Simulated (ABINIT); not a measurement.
Write the native input for ABINIT 10.8.3 (patched build) that does the following.

```yaml
Task: equation of state
Functional: PBEsol
Potentials_or_basis: PseudoDojo NC SR PBEsol v0.4.1 standard
Cutoff: 1197 eV
k_mesh: 12 × 12 × 12
Occupations: fermi-dirac, width 0.05 eV
Spin: no spin polarisation
```

The system is Rh.

```
CELL_PARAMETERS angstrom
0.00000 1.89785 1.89785
1.89785 0.00000 1.89785
1.89785 1.89785 0.00000
ATOMIC_POSITIONS crystal
Rh 0.00000 0.00000 0.00000
```

These files were run (other wordings do the same):

run.abi

```
# Datasets: one volume each
ndtset 7
getwfk -1
scalecart1 3*0.9795861087
scalecart2 3*0.9864848297
scalecart3 3*0.9932883884
scalecart4 3*1.0000000000
scalecart5 3*1.0066227096
scalecart6 3*1.0131594038
scalecart7 3*1.0196128224

# Pseudopotentials
pp_dirpath "./"
pseudos "Rh.upf"

# Structure
acell 3*1.0 Angstrom
rprim
     0.0000000000     1.8978500000     1.8978500000
     1.8978500000     0.0000000000     1.8978500000
     1.8978500000     1.8978500000     0.0000000000
ntypat 1
znucl 45
natom 1
typat 1
xred
     0.0000000000     0.0000000000     0.0000000000

# Plane-wave basis
ecut 44.0

# k points
kptopt 1
ngkpt 12 12 12
nshiftk 1
shiftk 0.0 0.0 0.0

# Exchange and correlation
ixc -116133

# Bands and occupations
nband 13
occopt 3
tsmear 0.00183747

# SCF cycle
nstep 100
tolvrs 1.0e-10

# Output
iomode 3
prtwf 1
prtden 0
prteig 0
prtebands 0
enunit 2
```

Potentials or basis: PseudoDojo NC SR PBEsol v0.4.1 standard.

Launch:

```sh
$ abinit run.abi > log 2>&1
```

Results of the run:

* Equilibrium volume: 13.52 Å³/atom
* Bulk modulus: 297 GPa
* Pressure derivative of the bulk modulus: 5.1

Caveat: pressures at fixed basis lie under the slope of the energies.

Wall time 2.6 min on 1 thread of Arm Neoverse V2 (shared host), peak memory 0.11 GiB.
